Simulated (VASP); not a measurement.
# InP (F-43m) in VASP: a series of runs

Aim: see how the results for InP move with the level of theory and the settings. Levels: r2SCAN, PBE. Tasks: single point, relaxation of cell and atoms.

All numbers are computed with VASP 6.6.1; they aren't measurements. Logs are shortened: lines on timing, memory, paths and dates and some standing lists are left out, and cuts for length are marked.

**What was measured.**

A printed reference work, data compilation reports, for a bulk crystal of InP at 1.6 K: band gap 1.4236 eV (direct).

How close the calculation comes is told below.

### Step 1. The cell of the first run

Symmetry: F-43m, No. 216, cubic system. Conventional cell: a = 5.960 Å, b = 5.960 Å, c = 5.960 Å, α = 90.00°, β = 90.00°, γ = 90.00°. In (site symmetry -43m) has 4 P at 2.58 Å within 3.4 Å. Within 3.4 Å of P (site symmetry -43m) lie 4 In at 2.58 Å.

### Step 2. Single point, r2SCAN

POSCAR

```
InP
1.0
    0.0000000000      2.9800342118      2.9800342118
    2.9800342118      0.0000000000      2.9800342118
    2.9800342118      2.9800342118      0.0000000000
In P
1 1
Direct
    0.0000000000      0.0000000000      0.0000000000
    0.2500000000      0.2500000000      0.2500000000
```

INCAR.step1

```
PREC = Accurate ; ENCUT = 520
ISMEAR = 0 ; SIGMA = 0.02
LREAL = False ; LASPH = True
NELM = 100 ; NBANDS = 16
GGA = PE ; ALGO = Normal
EDIFF = 1E-4 ; LWAVE = True
LCHARG = False
```

INCAR.step2

```
PREC = Accurate ; ENCUT = 520
EDIFF = 1E-7 ; ISMEAR = 0
SIGMA = 0.02 ; LREAL = False
LASPH = True ; NELM = 100
ALGO = Normal ; ISIF = 2
LWAVE = False ; LCHARG = False
METAGGA = R2SCAN ; LMIXTAU = True
NBANDS = 16 ; ISTART = 1
```

KPOINTS

```
regular mesh
0
Gamma
  10 10 10
```

Potentials or basis: VASP PAW PBE potentials, release 64 (In_d, P).

The run is started by

```console
> cat potpaw_PBE.64/In_d/POTCAR potpaw_PBE.64/P/POTCAR > POTCAR
> cp INCAR.step1 INCAR
> mpirun -np 1 vasp_std > vasp.out
> cp INCAR.step2 INCAR
> mpirun -np 1 vasp_std > vasp.out
```

OUTCAR:

```text
PREC = Accurate
   ENCUT = 520
   EDIFF = 1E-7
   ISMEAR = 0
   LREAL = False
   LASPH = True
   NELM = 100
   ISIF = 2
   METAGGA = R2SCAN
   ISTART = 1

 ion  position               nearest neighbor table
   1  0.000  0.000  0.000-   2 2.58   2 2.58   2 2.58   2 2.58
   2  0.250  0.250  0.250-   1 2.58   1 2.58   1 2.58   1 2.58

  LATTYP: Found a face centered cubic cell.
 ALAT       =     5.9600684236

  Lattice vectors:

 A1 = (   0.0000000000,   2.9800342118,   2.9800342118)
 A2 = (   2.9800342118,   0.0000000000,   2.9800342118)
 A3 = (   2.9800342118,   2.9800342118,   0.0000000000)

Analysis of symmetry for initial positions (statically):
=====================================================================
 Subroutine PRICEL returns:
 Original cell was already a primitive cell.

 Routine SETGRP: Setting up the symmetry group for a
 face centered cubic supercell.

 Subroutine GETGRP returns: Found 24 space group operations
 (whereof 24 operations were pure point group operations)
 out of a pool of 48 trial point group operations.

The static configuration has the point symmetry T_d .

Analysis of symmetry for dynamics (positions and initial velocities):
=====================================================================
 Subroutine PRICEL returns:
 Original cell was already a primitive cell.

 Routine SETGRP: Setting up the symmetry group for a
 face centered cubic supercell.

 Subroutine GETGRP returns: Found 24 space group operations
 (whereof 24 operations were pure point group operations)
 out of a pool of 48 trial point group operations.

The dynamic configuration has the point symmetry T_d .

 Subroutine INISYM returns: Found 24 space group operations
 (whereof 24 operations are pure point group operations),
 and found     1 'primitive' translations

----------------------------------------------------------------------------------------

                                     Primitive cell

  volume of cell :      52.9290

  direct lattice vectors                    reciprocal lattice vectors
     0.000000000  2.980034212  2.980034212    -0.167783309  0.167783309  0.167783309
     2.980034212  0.000000000  2.980034212     0.167783309 -0.167783309  0.167783309
     2.980034212  2.980034212  0.000000000     0.167783309  0.167783309 -0.167783309

  length of vectors
     4.214404799  4.214404799  4.214404799     0.290609215  0.290609215  0.290609215

  position of ions in fractional coordinates (direct lattice)
     0.000000000  0.000000000  0.000000000
     0.250000000  0.250000000  0.250000000

  ion indices of the primitive-cell ions
   primitive index   ion index
                 1           1
                 2           2

----------------------------------------------------------------------------------------

 KPOINTS: regular mesh

Automatic generation of k-mesh.
 Grid dimensions read from file:
 generate k-points for:   10   10   10

 Generating k-lattice:

  Cartesian coordinates                     Fractional coordinates (reciprocal lattice)
    -0.016778331  0.016778331  0.016778331     0.100000000  0.000000000  0.000000000
     0.016778331 -0.016778331  0.016778331     0.000000000  0.100000000  0.000000000
     0.016778331  0.016778331 -0.016778331     0.000000000  0.000000000  0.100000000

  Length of vectors
     0.029060922  0.029060922  0.029060922

  Shift w.r.t. Gamma in fractional coordinates (k-lattice)
     0.000000000  0.000000000  0.000000000

 Subroutine IBZKPT returns following result:
 ===========================================

 Found     47 irreducible k-points:

 Following reciprocal coordinates:
            Coordinates               Weight
  0.000000  0.000000  0.000000      1.000000
  0.100000  0.000000  0.000000      8.000000
  0.200000  0.000000  0.000000      8.000000
  0.300000  0.000000  0.000000      8.000000
  0.400000  0.000000  0.000000      8.000000
  0.500000  0.000000  0.000000      4.000000
[... 16 lines left out ...]
  0.300000  0.300000  0.000000      6.000000
  0.400000  0.300000  0.000000     24.000000
 [... further k-points ...]
   k-points           NKPTS =     47   k-points in BZ     NKDIM =     47   number of bands    NBANDS=     16
   number of dos      NEDOS =    301   number of ions     NIONS =      2
   total plane-waves  NPLWV =  32768
   dimension x,y,z NGX =    32 NGY =   32 NGZ =   32
   dimension x,y,z NGXF=    64 NGYF=   64 NGZF=   64
   ions per type =               1   1
   NGX,Y,Z   is equivalent  to a cutoff of  12.62, 12.62, 12.62 a.u.
   NGXF,Y,Z  is equivalent  to a cutoff of  25.25, 25.25, 25.25 a.u.
 SYSTEM =  unknown system
   PREC   = accura    normal or accurate (medium, high low for compatibility)
   ISTART =      1    job   : 0-new  1-cont  2-samecut
   ICHARG =      0    charge: 1-file 2-atom 10-const
   ISPIN  =      1    spin polarized calculation?
   LNONCOLLINEAR =      F non collinear calculations
   LSORBIT =      F    spin-orbit coupling
   LASPH  =      T    aspherical Exc in radial PAW
   ENCUT  =  520.0 eV  38.22 Ry    6.18 a.u.   7.84  7.84  7.84*2*pi/ulx,y,z
   NELM   =    100;   NELMIN=  2; NELMDL=  0     # of ELM steps
   EDIFF  = 0.1E-06   stopping-criterion for ELM
   LREAL  =      F    real-space projection
   EDIFFG = 0.1E-05   stopping-criterion for IOM
   NSW    =      0    number of steps for IOM
   IBRION =     -1    ionic relax: 0-MD 1-quasi-New 2-CG
   NFREE  =      0    steps in history (QN), initial steepest desc. (CG)
   ISIF   =      2    stress and relaxation
   ISYM   =      2    0-nonsym 1-usesym 2-fastsym
   POTIM  = 0.5000    time-step for ionic-motion
   TEBEG  =    0.0;   TEEND  =   0.0 temperature during run
   PSTRESS=    0.0 pullay stress
   NELECT =      18.0000    total number of electrons
   NUPDOWN=      -1.0000    fix difference up-down
   EMIN   =  10.00;   EMAX   =-10.00  energy-range for DOS
   EFERMI =   0.00;   METHOD = LEGACY
   ISMEAR =     0;   SIGMA  =   0.02  broadening in eV -4-tet -1-fermi 0-gaus
   EFERMI_NEDOS =   21; number of points for ismear=-14 and -15
   IALGO  =     38    algorithm
   IMIX   =      4    mixing-type and parameters
     AMIX     =   0.40;   BMIX     =  1.00
     AMIX_MAG =   1.60;   BMIX_MAG =  1.00
  volume/ion in A,a.u.               =      26.46       178.59
  Fermi-wavevector in a.u.,A,eV,Ry     =   1.142706  2.159401 17.766167  1.305776
  Thomas-Fermi vector in A             =   2.279403
   LORBIT       =      0    0 simple, 1 ext, 2 COOP (PROOUT), +10 PAW based schemes
   METAGGA = R2SCAN    functional components
   LHFCALC =     F    Hartree Fock is set to
   AEXX    =    0.0000 exact exchange contribution
   IVDW    =     0    specifies the selected vdW correction
   LEPSILON=     F    determine dielectric tensor
   LRPA    =     F    only Hartree local field effects (RPA)
 non-spin polarized calculation
 Gauss-broadening in eV      SIGMA  =   0.02
  energy-cutoff  :      520.00
  volume of cell :       52.93
 maximum number of plane-waves:      1458
   NGX = 15   NGY = 15   NGZ = 15

 number of electron      18.0000005 magnetization

 Free energy of the ion-electron system (eV)
  ---------------------------------------------------
  ext. energy  EPLUGINS =         0.00000000
  ---------------------------------------------------
  free energy    TOTEN  =       -32.29049294 eV

  energy without entropy =      -32.29049294  energy(sigma->0) =      -32.29049294

 E-fermi :   4.5700     XC(G=0):  -9.6479

 val. band max:        4.4732481824   @ k =   0.0000   0.0000   0.0000
 cond. band min:       5.3474575590   @ k =   0.0000   0.0000   0.0000
 fundamental gap:      0.8742093766
 Fermi energy:         4.5699696345

 k-point     1 :       0.0000    0.0000    0.0000
  band No.  band energies     occupation
      1     -10.0940      2.00000
      2     -10.0940      2.00000
      3     -10.0940      2.00000
      4      -9.9407      2.00000
      5      -9.9407      2.00000
      6      -7.1840      2.00000
[... 8 lines left out ...]
     15      14.3149      0.00000
     16      14.3149      0.00000

 k-point     2 :       0.1000    0.0000    0.0000
  band No.  band energies     occupation
      1     -10.1054      2.00000
      2     -10.0895      2.00000
      3     -10.0895      2.00000
      4      -9.9407      2.00000
      5      -9.9407      2.00000
      6      -7.0722      2.00000
[... 8 lines left out ...]
     15      13.8371      0.00000
     16      13.9085      0.00000

 k-point     3 :       0.2000    0.0000    0.0000
  band No.  band energies     occupation
      1     -10.1342      2.00000
      2     -10.0785      2.00000
      3     -10.0785      2.00000
      4      -9.9397      2.00000
      5      -9.9397      2.00000
      6      -6.7521      2.00000
[... 8 lines left out ...]
     15      13.4225      0.00000
     16      14.2243      0.00000

 k-point     4 :       0.3000    0.0000    0.0000
  band No.  band energies     occupation
      1     -10.1680      2.00000
      2     -10.0668      2.00000
      3     -10.0668      2.00000
      4      -9.9365      2.00000
      5      -9.9365      2.00000
      6      -6.2777      2.00000
[... 8 lines left out ...]
     15      13.7200      0.00000
     16      13.7987      0.00000

 k-point     5 :       0.4000    0.0000    0.0000
  band No.  band energies     occupation
      1     -10.1941      2.00000
      2     -10.0592      2.00000
      3     -10.0591      2.00000
      4      -9.9319      2.00000
      5      -9.9319      2.00000
      6      -5.7822      2.00000
[... 8 lines left out ...]
     15      14.7057      0.00000
     16      14.7057      0.00000

 k-point     6 :       0.5000    0.0000    0.0000
  band No.  band energies     occupation
      1     -10.2038      2.00000
      2     -10.0567      2.00000
      3     -10.0567      2.00000
      4      -9.9298      2.00000
      5      -9.9297      2.00000
      6      -5.5454      2.00000
[... 8 lines left out ...]
     15      15.5816      0.00000
     16      15.5816      0.00000

 k-point     7 :       0.1000    0.1000    0.0000
  band No.  band energies     occupation
      1     -10.1140      2.00000
      2     -10.0853      2.00000
      3     -10.0852      2.00000
      4      -9.9440      2.00000
      5      -9.9377      2.00000
      6      -7.0352      2.00000
[... 8 lines left out ...]
     15      14.1425      0.00000
     16      14.4137      0.00000

 k-point     8 :       0.2000    0.1000    0.0000
  band No.  band energies     occupation
      1     -10.1380      2.00000
      2     -10.0761      2.00000
      3     -10.0741      2.00000
      4      -9.9466      2.00000
      5      -9.9347      2.00000
      6      -6.7846      2.00000
[... 8 lines left out ...]
     15      14.2202      0.00000
     16      14.9412      0.00000

 k-point     9 :       0.3000    0.1000    0.0000
  band No.  band energies     occupation
      1     -10.1675      2.00000
      2     -10.0662      2.00000
      3     -10.0618      2.00000
      4      -9.9463      2.00000
      5      -9.9312      2.00000
      6      -6.3587      2.00000
[... 8 lines left out ...]
     15      14.3313      0.00000
     16      14.6867      0.00000
[... 172 lines left out ...]
 k-point    19 :       0.5000    0.2000    0.0000
  band No.  band energies     occupation
      1     -10.2179      2.00000
      2     -10.0442      2.00000
      3     -10.0350      2.00000
      4      -9.9498      2.00000
      5      -9.9248      2.00000
      6      -5.3791      2.00000
[... 8 lines left out ...]
     15      15.6589      0.00000
     16      16.3013      0.00000

 k-point    20 :      -0.4000    0.2000    0.0000
  band No.  band energies     occupation
      1     -10.2152      2.00000
      2     -10.0464      2.00000
      3     -10.0376      2.00000
      4      -9.9416      2.00000
      5      -9.9317      2.00000
      6      -5.3125      2.00000
[... 8 lines left out ...]
     15      14.3750      0.00000
     16      16.0587      0.00000

 k-point    21 :      -0.3000    0.2000    0.0000
  band No.  band energies     occupation
      1     -10.2010      2.00000
      2     -10.0504      2.00000
      3     -10.0465      2.00000
      4      -9.9400      2.00000
      5      -9.9356      2.00000
      6      -5.6449      2.00000
[... 8 lines left out ...]
     15      15.1347      0.00000
     16      16.3557      0.00000

 k-point    22 :      -0.2000    0.2000    0.0000
  band No.  band energies     occupation
      1     -10.1788      2.00000
      2     -10.0601      2.00000
      3     -10.0569      2.00000
      4      -9.9444      2.00000
      5      -9.9334      2.00000
      6      -6.1163      2.00000
[... 8 lines left out ...]
     15      15.1366      0.00000
     16      16.1813      0.00000

 k-point    23 :       0.3000    0.3000    0.0000
  band No.  band energies     occupation
      1     -10.2145      2.00000
      2     -10.0328      2.00000
      3     -10.0328      2.00000
      4      -9.9674      2.00000
      5      -9.9201      2.00000
      6      -5.9728      2.00000
[... 8 lines left out ...]
     15      15.1250      0.00000
     16      17.6805      0.00000

 k-point    24 :       0.4000    0.3000    0.0000
  band No.  band energies     occupation
      1     -10.2331      2.00000
      2     -10.0238      2.00000
      3     -10.0213      2.00000
      4      -9.9706      2.00000
      5      -9.9169      2.00000
      6      -5.5763      2.00000
[... 8 lines left out ...]
     15      15.5680      0.00000
     16      17.5622      0.00000

 [... further k-points ...]

------------------------ aborting loop because EDIFF is reached ----------------------------------------

  FORCE on cell =-STRESS in cart. coord.  units (eV):
  Direction    XX          YY          ZZ          XY          YZ          ZX
  --------------------------------------------------------------------------------------
  -------------------------------------------------------------------------------------
  Total       -0.6037776     -0.6037776     -0.6037776      0.0000000      0.0000000     -0.0000000
  in kB      -18.2765341    -18.2765341    -18.2765341      0.0000000      0.0000000     -0.0000000
  external PRESSURE =     -18.2765341 kB  Pullay stress =       0.0000000 kB

 VOLUME and BASIS-vectors are now :
 -----------------------------------------------------------------------------
  energy-cutoff  :      520.00
  volume of cell :       52.93
      direct lattice vectors                 reciprocal lattice vectors
     0.000000000  2.980034212  2.980034212    -0.167783309  0.167783309  0.167783309
     2.980034212  0.000000000  2.980034212     0.167783309 -0.167783309  0.167783309
     2.980034212  2.980034212  0.000000000     0.167783309  0.167783309 -0.167783309

 POSITION                                       TOTAL-FORCE (eV/Angst)
 -----------------------------------------------------------------------------------
      0.00000      0.00000      0.00000        -0.000000      0.000000     -0.000000
      1.49002      1.49002      1.49002         0.000000     -0.000000      0.000000
 -----------------------------------------------------------------------------------
    total drift:                               -0.000003     -0.000003     -0.000003

  FREE ENERGIE OF THE ION-ELECTRON SYSTEM (eV)
  ---------------------------------------------------
  free  energy   TOTEN  =       -32.2904929418 eV

  energy  without entropy=      -32.2904929418  energy(sigma->0) =      -32.29049294
```

Run time: 100 s. Hardware: 1 thread of Intel Xeon Platinum 8488C (Sapphire Rapids), shared host; peak memory 0.2 GiB.

Results:

| Quantity | Value |
| --- | --- |
| Free energy | -32.2905 eV |
| Pressure | -1.8 GPa |
| Band gap on the k mesh | 0.87 eV, direct |

Levels at points of the mesh, in eV from the valence-band top:
```
           k point  band 5  band 6  band 7  band 8  band 9  band 10  band 11  band 12  band 13  band 14
(0.00, 0.00, 0.00)  -14.41  -11.66    0.00    0.00    0.00     0.87     4.44     4.44     4.44     8.86
(0.50, 0.00, 0.00)  -14.40  -10.02   -5.61   -0.94   -0.94     1.73     5.15     5.15     7.43     9.84
(0.50, 0.50, 0.00)  -14.38   -9.40   -5.66   -2.24   -2.24     2.09     2.54     9.55     9.96     9.96
```

Caveat: the PAW data sets were made with another functional, which shifts forces and pressure a little; spin-orbit coupling is left out, which moves the levels of the heavy elements.

(Continued in part 2 of 2.)
